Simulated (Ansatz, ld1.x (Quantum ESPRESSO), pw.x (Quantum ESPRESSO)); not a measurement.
# pw.x on fcc Mo: one setting changed

Potential: norm-conserving RRKJ (Kleinman–Bylander form), ld1.x (Quantum ESPRESSO) 7.5, PBE; core [Kr], reference 4d5 5s0 5p0; waves: 5p (bound, empty): rc 4.15 bohr; 4d (bound): rc 1.35 bohr; 5s (bound, empty): rc 2.70 bohr; local part: the s channel; core correction: none; rho0 0.005.

The reference run (k-mesh 14³, cutoffs 110/440 Ry, Fermi–Dirac 0.01 Ry, mixing_beta 0.4, conv_thr 1e-9, no spin) gives -1.48 GPa at 16.027 Å³/atom, where all-electron LAPW gives 0.44 GPa. This run, with its own iteration cap, changes electron_maxstep to 4, a wrong or extreme entry chosen on purpose.

```
&control
  calculation='scf', prefix='x', pseudo_dir='./', outdir='./tmp', tstress=.true., disk_io='none'
/
&system
  ibrav=0, nat=1, ntyp=1, ecutwfc=110, ecutrho=440, nbnd=10,
  occupations='smearing', smearing='fd', degauss=0.01
/
&electrons
  conv_thr=1e-09, mixing_beta=0.4, electron_maxstep=4
/
ATOMIC_SPECIES
Mo 1.0 Mo.UPF
CELL_PARAMETERS angstrom
  0.00000000 2.00112437 2.00112437
  2.00112437 0.00000000 2.00112437
  2.00112437 2.00112437 0.00000000
ATOMIC_POSITIONS crystal
Mo 0.0000 0.0000 0.0000
K_POINTS automatic
14 14 14 0 0 0
```

```bash
pw.x < Mo.scf.in > Mo.scf.out
```

Question: How does the run end?

Answer: It does not reach self-consistency within its iteration cap.

```
Message from routine setup:
     using ibrav=0 with symmetry is DISCOURAGED, use correct ibrav instead
     lattice parameter (alat)  =       5.3480  a.u.
     unit-cell volume          =     108.1556 (a.u.)^3
     number of electrons       =         6.00
     number of Kohn-Sham states=           10
     kinetic-energy cutoff     =     110.0000  Ry
     charge density cutoff     =     440.0000  Ry
     scf convergence threshold =      1.0E-09
     Exchange-correlation= PBE
     number of k points=   104  Fermi-Dirac smearing, width (Ry)=  0.0100
     iteration #  1     ecut=   110.00 Ry     beta= 0.40
     total energy              =     -16.18885503 Ry
     estimated scf accuracy    <       0.62293741 Ry
     iteration #  2     ecut=   110.00 Ry     beta= 0.40
     total energy              =     -16.16451597 Ry
     estimated scf accuracy    <       0.09968292 Ry
     iteration #  3     ecut=   110.00 Ry     beta= 0.40
     total energy              =     -16.18114500 Ry
     estimated scf accuracy    <       0.00080087 Ry
     iteration #  4     ecut=   110.00 Ry     beta= 0.40
     total energy              =     -16.18094957 Ry
     estimated scf accuracy    <       0.00151627 Ry
     convergence NOT achieved after   4 iterations: stopping
     Message from routine punch:
     Nothing written, as per user request (disk_io='none')
```

The run took about 12 s on one core of a shared host (Neoverse-V2, 192 threads, 1485 GiB, load 100).
